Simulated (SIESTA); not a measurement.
The system is Ti.

```xyz
3
Lattice="4.5674 0.0000 0.0000 -2.2837 3.9555 0.0000 0.0000 0.0000 2.8262" Properties=species:S:1:pos:R:3 pbc="T T T"
Ti    2.2837    1.3185    1.4131
Ti    0.0000    2.6370    1.4131
Ti    0.0000    0.0000    0.0000
```

This isn't the form of Ti at room conditions, which is hcp.

Base run:

- Program: SIESTA 5.4.2
- Functional: PBEsol
- Potentials or basis: PseudoDojo 0.4 standard (PBEsol files)
- Basis: DZP (energy shift 0.003 Ry; two zetas on semicore shells)
- Grid cutoff: 800 Ry
- Energy shift: 0.003 Ry
- k mesh: 7 × 7 × 9
- Occupations: fermi-dirac, width 0.05 eV
- Spin: no spin polarisation

Its results: band gap on the k mesh none (metal or under the smearing width); pressure -3.3 GPa.

Q: After a change of settings the same cell gave: band gap on the k mesh none (metal or under the smearing width); pressure -7.6 GPa. Which change was it?
A. basis from DZP (energy shift 0.003 Ry; two zetas on semicore shells) to SZP (energy shift 0.003 Ry)
B. basis from DZP (energy shift 0.003 Ry; two zetas on semicore shells) to SZ (energy shift 0.003 Ry)
C. functional from PBEsol to LDA; potentials or basis from PseudoDojo 0.4 standard (PBEsol files) to PseudoDojo 0.4 standard (LDA files)
D. basis from DZP (energy shift 0.003 Ry; two zetas on semicore shells) to TZP (energy shift 0.003 Ry; two zetas on semicore shells)

A: C.

Caveats: the basis of atomic orbitals isn't converged, which shifts pressures, moduli and gaps.

Runs at the PBE level aren't shown here.
